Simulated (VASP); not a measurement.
# Rh in VASP: work function with PBE

Aim: the work function of Rh with PBE.

Everything below comes from runs of VASP 6.6.1. Logs are shortened: lines on timing, memory, paths and dates and some standing lists are left out, and cuts for length are marked.

## Step 1: Starting point

The cell holds a slab with vacuum, 6 atoms: a = 2.719 Å, b = 2.719 Å, c = 32.214 Å, α = 90.00°, β = 90.00°, γ = 120.00°.

The cell was built by a generator and needn't be a form met in nature.

## Step 2: Work function, PBE

Input file INCAR:

```
PREC     = Accurate       # precision mode
ENCUT    = 520            # plane-wave cutoff, eV
EDIFF    = 1E-7           # SCF threshold, eV
ISMEAR   = 1              # smearing method
SIGMA    = 0.1            # smearing width, eV
LREAL    = False          # projectors in reciprocal space
LASPH    = True           # aspherical terms in the spheres
NELM     = 100            # most SCF steps
ALGO     = Fast           # electronic algorithm
ISIF     = 2              # what is computed and relaxed
LWAVE    = False          # write WAVECAR
LCHARG   = True           # write CHGCAR
LDIPOL   = True         
IDIPOL   = 3            
DIPOL    = 0.5 0.5 0.500
GGA      = PE             # functional
LELF     = True           # ELF
LVHAR    = True         
LVACPOTAV= True
```

Input file KPOINTS:

```
Automatic mesh
0
Gamma
  14 14 1
```

Input file POSCAR:

```
Rh                                      
1.0
    2.7193470000      0.0000000000      0.0000000000
   -1.3596735000      2.3550235400      0.0000000000
    0.0000000000      0.0000000000     32.2139342000
  Rh            
     6
Direct
     0.6666669999999968    0.3333330000000032    0.3302411403093352
     0.3333340000000007    0.6666659999999993    0.3973813765693011
     0.0000000000000000    0.0000000000000000    0.4655192605303611
     0.6666669999999968    0.3333330000000032    0.5344870294696406
     0.3333340000000007    0.6666659999999993    0.6026186234306989
     0.0000000000000000    0.0000000000000000    0.6697588596906647
```

Potentials or basis: VASP PAW PBE potentials, release 64 (Rh_pv).

Run with:

```bash
$ cat potpaw_PBE.64/Rh_pv/POTCAR > POTCAR
$ mpirun -np 1 vasp_std > vasp.out
```

OUTCAR:

```text
PREC = Accurate
   ENCUT = 520
   EDIFF = 1E-7
   ISMEAR = 1
   LREAL = False
   LASPH = True
   NELM = 100
   ISIF = 2
   GGA = PE

 ion  position               nearest neighbor table
   1  0.667  0.333  0.330-   2 2.67   2 2.67   2 2.67
   2  0.333  0.667  0.397-   1 2.67   1 2.67   1 2.67   3 2.70   3 2.70   3 2.70
   3  0.000  0.000  0.466-   2 2.70   2 2.70   2 2.70   4 2.72   4 2.72   4 2.72
   4  0.667  0.333  0.534-   5 2.70   5 2.70   5 2.70   3 2.72   3 2.72   3 2.72
   5  0.333  0.667  0.603-   6 2.67   6 2.67   6 2.67   4 2.70   4 2.70   4 2.70
   6  0.000  0.000  0.670-   5 2.67   5 2.67   5 2.67

  LATTYP: Found a hexagonal cell.
 ALAT       =     2.7193470000
 C/A-ratio  =    11.8462021213

  Lattice vectors:

 A1 = (   2.7193470000,   0.0000000000,   0.0000000000)
 A2 = (  -1.3596735000,   2.3550235400,   0.0000000000)
 A3 = (   0.0000000000,   0.0000000000,  32.2139342000)

Analysis of symmetry for initial positions (statically):
=====================================================================
 Subroutine PRICEL returns:
 Original cell was already a primitive cell.

 Routine SETGRP: Setting up the symmetry group for a
 hexagonal supercell.

 Subroutine GETGRP returns: Found 12 space group operations
 (whereof  6 operations were pure point group operations)
 out of a pool of 24 trial point group operations.

The static configuration has the point symmetry C_3v.
 The point group associated with its full space group is D_3d.

Analysis of symmetry for dynamics (positions and initial velocities):
=====================================================================
 Subroutine PRICEL returns:
 Original cell was already a primitive cell.

 Routine SETGRP: Setting up the symmetry group for a
 hexagonal supercell.

 Subroutine GETGRP returns: Found 12 space group operations
 (whereof  6 operations were pure point group operations)
 out of a pool of 24 trial point group operations.

The dynamic configuration has the point symmetry C_3v.
 The point group associated with its full space group is D_3d.

 Subroutine INISYM returns: Found 12 space group operations
 (whereof  6 operations are pure point group operations),
 and found     1 'primitive' translations

----------------------------------------------------------------------------------------

                                     Primitive cell

  volume of cell :     206.3021

  direct lattice vectors                    reciprocal lattice vectors
     2.719347000  0.000000000  0.000000000     0.367735342  0.212312103  0.000000000
    -1.359673500  2.355023540  0.000000000     0.000000000  0.424624206  0.000000000
     0.000000000  0.000000000 32.213934200     0.000000000  0.000000000  0.031042467

  length of vectors
     2.719347000  2.719346962 32.213934200     0.424624200  0.424624206  0.031042467

  position of ions in fractional coordinates (direct lattice)
     0.666667000  0.333333000  0.330241140
     0.333334000  0.666666000  0.397381377
     0.000000000  0.000000000  0.465519261
     0.666667000  0.333333000  0.534487029
     0.333334000  0.666666000  0.602618623
     0.000000000  0.000000000  0.669758860

  ion indices of the primitive-cell ions
   primitive index   ion index
                 1           1
                 2           2
                 3           3
                 4           4
                 5           5
                 6           6

----------------------------------------------------------------------------------------

 KPOINTS: Automatic mesh

Automatic generation of k-mesh.
 Grid dimensions read from file:
 generate k-points for:   14   14    1

 Generating k-lattice:

  Cartesian coordinates                     Fractional coordinates (reciprocal lattice)
     0.026266810  0.015165150  0.000000000     0.071428571  0.000000000  0.000000000
     0.000000000  0.030330300  0.000000000     0.000000000  0.071428571  0.000000000
     0.000000000  0.000000000  0.031042467     0.000000000  0.000000000  1.000000000

  Length of vectors
     0.030330300  0.030330300  0.031042467

  Shift w.r.t. Gamma in fractional coordinates (k-lattice)
     0.000000000  0.000000000  0.000000000

 Subroutine IBZKPT returns following result:
 ===========================================

 Found     24 irreducible k-points:

 Following reciprocal coordinates:
            Coordinates               Weight
  0.000000  0.000000  0.000000      1.000000
  0.071429  0.000000  0.000000      6.000000
  0.142857 -0.000000  0.000000      6.000000
  0.214286  0.000000  0.000000      6.000000
  0.285714  0.000000  0.000000      6.000000
  0.357143 -0.000000  0.000000      6.000000
[... 16 lines left out ...]
  0.285714  0.285714  0.000000      6.000000
  0.357143  0.285714  0.000000      6.000000
   k-points           NKPTS =     24   k-points in BZ     NKDIM =     24   number of bands    NBANDS=     54
   number of dos      NEDOS =    301   number of ions     NIONS =      6
   total plane-waves  NPLWV =  96000
   dimension x,y,z NGX =    20 NGY =   20 NGZ =  240
   dimension x,y,z NGXF=    40 NGYF=   40 NGZF=  480
   ions per type =               6
   NGX,Y,Z   is equivalent  to a cutoff of  12.23, 12.23, 12.39 a.u.
   NGXF,Y,Z  is equivalent  to a cutoff of  24.45, 24.45, 24.77 a.u.
 SYSTEM =  unknown system
   PREC   = accura    normal or accurate (medium, high low for compatibility)
   ISTART =      0    job   : 0-new  1-cont  2-samecut
   ICHARG =      2    charge: 1-file 2-atom 10-const
   ISPIN  =      1    spin polarized calculation?
   LNONCOLLINEAR =      F non collinear calculations
   LSORBIT =      F    spin-orbit coupling
   LASPH  =      T    aspherical Exc in radial PAW
   ENCUT  =  520.0 eV  38.22 Ry    6.18 a.u.   5.06  5.06 59.90*2*pi/ulx,y,z
   NELM   =    100;   NELMIN=  2; NELMDL= -5     # of ELM steps
   EDIFF  = 0.1E-06   stopping-criterion for ELM
   LREAL  =      F    real-space projection
   EDIFFG = 0.1E-05   stopping-criterion for IOM
   NSW    =      0    number of steps for IOM
   IBRION =     -1    ionic relax: 0-MD 1-quasi-New 2-CG
   NFREE  =      0    steps in history (QN), initial steepest desc. (CG)
   ISIF   =      2    stress and relaxation
   ISYM   =      2    0-nonsym 1-usesym 2-fastsym
   POTIM  = 0.5000    time-step for ionic-motion
   TEBEG  =    0.0;   TEEND  =   0.0 temperature during run
   PSTRESS=    0.0 pullay stress
   NELECT =      90.0000    total number of electrons
   NUPDOWN=      -1.0000    fix difference up-down
   EMIN   =  10.00;   EMAX   =-10.00  energy-range for DOS
   EFERMI =   0.00;   METHOD = LEGACY
   ISMEAR =     1;   SIGMA  =   0.10  broadening in eV -4-tet -1-fermi 0-gaus
   EFERMI_NEDOS =   21; number of points for ismear=-14 and -15
   IALGO  =     68    algorithm
   IMIX   =      4    mixing-type and parameters
     AMIX     =   0.40;   BMIX     =  1.00
     AMIX_MAG =   1.60;   BMIX_MAG =  1.00
  volume/ion in A,a.u.               =      34.38       232.03
  Fermi-wavevector in a.u.,A,eV,Ry     =   1.241617  2.346317 20.974928  1.541614
  Thomas-Fermi vector in A             =   2.376007
   LORBIT       =      0    0 simple, 1 ext, 2 COOP (PROOUT), +10 PAW based schemes
   GGA     = PE    functional components
   LHFCALC =     F    Hartree Fock is set to
   AEXX    =    0.0000 exact exchange contribution
   IVDW    =     0    specifies the selected vdW correction
   LEPSILON=     F    determine dielectric tensor
   LRPA    =     F    only Hartree local field effects (RPA)
 non-spin polarized calculation
 RMM-DIIS sequential band-by-band and
 Methfessel and Paxton  Order N= 1 SIGMA  =   0.10
  energy-cutoff  :      520.00
  volume of cell :      206.30
 maximum number of plane-waves:      5601
   NGX = 11   NGY = 11   NGZ =119

 number of electron      90.0000001 magnetization

 dipolmoment           0.000000      0.000000     -0.001776 electrons x Angstroem

 Free energy of the ion-electron system (eV)
  ---------------------------------------------------
  ext. energy  EPLUGINS =         0.00000000
  ---------------------------------------------------
  free energy    TOTEN  =       -41.94532168 eV

  energy without entropy =      -41.94576417  energy(sigma->0) =      -41.94546918

 E-fermi :   1.6659     XC(G=0):  -6.2585

 val. band max:        1.6577097178   @ k =   0.4286   0.0000   0.0000
 cond. band min:       1.6671790877   @ k =   0.4286   0.1429   0.0000
 fundamental gap:      0.0094693699
 Fermi energy:         1.6658798803

 k-point     1 :       0.0000    0.0000    0.0000
  band No.  band energies     occupation
      1     -45.3162      2.00000
      2     -45.2065      2.00000
      3     -44.9820      2.00000
      4     -44.7864      2.00000
      5     -44.7864      2.00000
      6     -44.7634      2.00000
[... 46 lines left out ...]
     53       2.2747     -0.00000
     54       2.7781     -0.00000

 k-point     2 :       0.0714    0.0000    0.0000
  band No.  band energies     occupation
      1     -45.3072      2.00000
      2     -45.2013      2.00000
      3     -44.9850      2.00000
      4     -44.8151      2.00000
      5     -44.7931      2.00000
      6     -44.7773      2.00000
[... 46 lines left out ...]
     53       2.1970     -0.00000
     54       3.1322     -0.00000

 k-point     3 :       0.1429   -0.0000    0.0000
  band No.  band energies     occupation
      1     -45.2816      2.00000
      2     -45.1877      2.00000
      3     -45.0001      2.00000
      4     -44.8858      2.00000
      5     -44.8371      2.00000
      6     -44.8121      2.00000
[... 46 lines left out ...]
     53       2.9427     -0.00000
     54       4.2160      0.00000
[... 1084 lines left out ...]
 k-point    23 :       0.2857    0.2857    0.0000
  band No.  band energies     occupation
      1     -45.2246      2.00000
      2     -45.1931      2.00000
      3     -45.1702      2.00000
      4     -45.1382      2.00000
      5     -45.1131      2.00000
      6     -45.0582      2.00000
[... 46 lines left out ...]
     53       9.1012      0.00000
     54       9.8394      0.00000

 k-point    24 :       0.3571    0.2857    0.0000
  band No.  band energies     occupation
      1     -45.2119      2.00000
      2     -45.1784      2.00000
      3     -45.1555      2.00000
      4     -45.1528      2.00000
      5     -45.1125      2.00000
      6     -45.0851      2.00000
[... 46 lines left out ...]
     53       8.9416      0.00000
     54       9.5319      0.00000

------------------------ aborting loop because EDIFF is reached ----------------------------------------

 vacuum level on the upper side and lower side of the slab       (xc-potential included)        -0.129        -0.088

  FORCE on cell =-STRESS in cart. coord.  units (eV):
  Direction    XX          YY          ZZ          XY          YZ          ZX
  --------------------------------------------------------------------------------------
  -------------------------------------------------------------------------------------
  Total       -3.2989045     -3.2989044     -0.2482356     -0.0000000      0.0000000     -0.0000000
  in kB      -25.6198557    -25.6198548     -1.9278404     -0.0000000      0.0000000     -0.0000000
  external PRESSURE =     -17.7225170 kB  Pullay stress =       0.0000000 kB

 VOLUME and BASIS-vectors are now :
 -----------------------------------------------------------------------------
  energy-cutoff  :      520.00
  volume of cell :      206.30
      direct lattice vectors                 reciprocal lattice vectors
     2.719347000  0.000000000  0.000000000     0.367735342  0.212312103  0.000000000
    -1.359673500  2.355023540  0.000000000     0.000000000  0.424624206  0.000000000
     0.000000000  0.000000000 32.213934200     0.000000000  0.000000000  0.031042467

 POSITION                                       TOTAL-FORCE (eV/Angst)
 -----------------------------------------------------------------------------------
      1.35967      0.78501     10.63837        -0.000000      0.000000      0.010175
      0.00000      1.57001     12.80122         0.000000      0.000000      0.015466
      0.00000      0.00000     14.99621        -0.000000      0.000000     -0.005853
      1.35967      0.78501     17.21793         0.000000     -0.000000      0.005853
      0.00000      1.57001     19.41272         0.000000      0.000000     -0.015466
      0.00000      0.00000     21.57557        -0.000000      0.000000     -0.010175
 -----------------------------------------------------------------------------------
    total drift:                               -0.008286      0.004784     -0.545386

  FREE ENERGIE OF THE ION-ELECTRON SYSTEM (eV)
  ---------------------------------------------------
  free  energy   TOTEN  =       -41.9453216808 eV

  energy  without entropy=      -41.9457641701  energy(sigma->0) =      -41.94546918

 vacuum level on the upper side and lower side of the slab         6.780         6.831
```

Wall time 6.2 min (1 thread of AMD EPYC 9R45 (Zen 5), shared host); peak memory 0.38 GiB.

What came out:

* Free energy: -41.9453 eV
* Largest force: 0.015 eV/Å
* Band gap on the k mesh: none (metal or under the smearing width)
* Work function of the upper face: 5.11 eV
* Work function of the lower face: 5.17 eV

Forces in eV/Å, atoms in the order of the input:
```
Rh   0.000  0.000  0.010
Rh   0.000  0.000  0.015
Rh   0.000  0.000 -0.006
Rh   0.000  0.000  0.006
Rh   0.000  0.000 -0.015
Rh   0.000  0.000 -0.010
```
